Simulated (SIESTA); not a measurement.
Co:

```
Co
1.0
     2.47200    0.00000    0.00000
    -1.23600    2.14081    0.00000
     0.00000    0.00000    4.02114
Co
2
Direct
  0.66667 0.33333 0.75000
  0.33333 0.66667 0.25000
```

Base run:

```yaml
Program: SIESTA 5.4.2
Functional: PBE
Potentials_or_basis: SPMS 1.0 (PBE files) or PseudoDojo by element
Basis: DZP (energy shift 0.003 Ry; two zetas on semicore shells)
Grid_cutoff: 800 Ry
Energy_shift: 0.003 Ry
k_mesh: 12 × 12 × 7
Occupations: fermi-dirac, width 0.05 eV
Spin: collinear spin, ferromagnetic start
Starting_moments: "[2.0, 2.0] μB"
```

Its results: band gap on the k mesh none (metal or under the smearing width); pressure 4.1 GPa; net moment 3.19 μB per cell; site moments Co +1.60 μB.

**Question.** The run is repeated on the same cell with these changes: potentials or basis from SPMS 1.0 (PBE files) or PseudoDojo by element to PseudoDojo 0.4 standard (PBE files). What comes out?

**Answer.** Band gap on the k mesh none (metal or under the smearing width); pressure 5.5 GPa; net moment 3.24 μB per cell; site moments Co +1.62 μB.

Caveats: short orbitals over semicore shells can move pressures by several GPa; the basis of atomic orbitals isn't converged, which shifts pressures, moduli and gaps; the valence orbitals were made in a potential fitted to the semicore shell under them, which widens gaps by tenths of an eV or more (some runs).
